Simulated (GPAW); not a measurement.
Crystal: AlN.

```xyz
4
Lattice="3.1130 0.0000 0.0000 -1.5565 2.6959 0.0000 0.0000 0.0000 4.9810" Properties=species:S:1:pos:R:3 pbc="T T T"
Al    1.5565    0.8986    2.4905
Al    0.0000    1.7973    0.0000
N     1.5565    0.8986    4.3833
N     0.0000    1.7973    1.8928
```

| Property | Result |
| --- | --- |
| Program | GPAW 26.7.0 |
| Task | relaxation of cell and atoms |
| Functional | RPBE |
| Potentials or basis | the program's PAW data sets (release 1.2.1) made for this functional |
| Cutoff | 800 eV |
| Basis | pw |
| k mesh | 7 × 7 × 4 |
| Occupations | fermi-dirac, width 0.05 eV |
| Spin | no spin polarisation |

At the start: pressure 8.4 GPa; volume 10.45 Å³/atom.

How do energy, volume and symmetry change on relaxing?

Over 10 steps the energy falls by 13.0 meV/atom and the volume is 10.88 Å³/atom (+4.2 %); space group P6_3mc (No. 186, to 0.05 Å).

The path:
```csv
step,energy change (eV),largest force (eV/Å),pressure (GPa),volume (Å³)
1,0.0000,0.1421,8.36,41.80
2,-0.0137,0.0782,7.07,42.05
3,-0.0493,0.1132,1.02,43.31
4,-0.0510,0.0880,0.33,43.47
5,-0.0520,0.0279,-0.11,43.57
6,-0.0521,0.0054,-0.06,43.56
7,-0.0520,0.0009,0.00,43.55
8,-0.0520,0.0017,0.03,43.54
9,-0.0521,0.0035,0.06,43.54
10,-0.0521,0.0030,0.05,43.54
```

Final structure:
```yaml
crystal:
  lattice:
    - [3.15353, 0.00000, 0.00000]
    - [-1.57677, 2.73104, 0.00000]
    - [0.00000, 0.00000, 5.05548]
  atoms:
    - { symbol: Al, position: [0.66667, 0.33333, 0.49930] }
    - { symbol: Al, position: [0.33333, 0.66667, 0.99930] }
    - { symbol: N, position: [0.66667, 0.33333, 0.88075] }
    - { symbol: N, position: [0.33333, 0.66667, 0.38074] }
```

Caveat: later steps reuse the first step's grids.
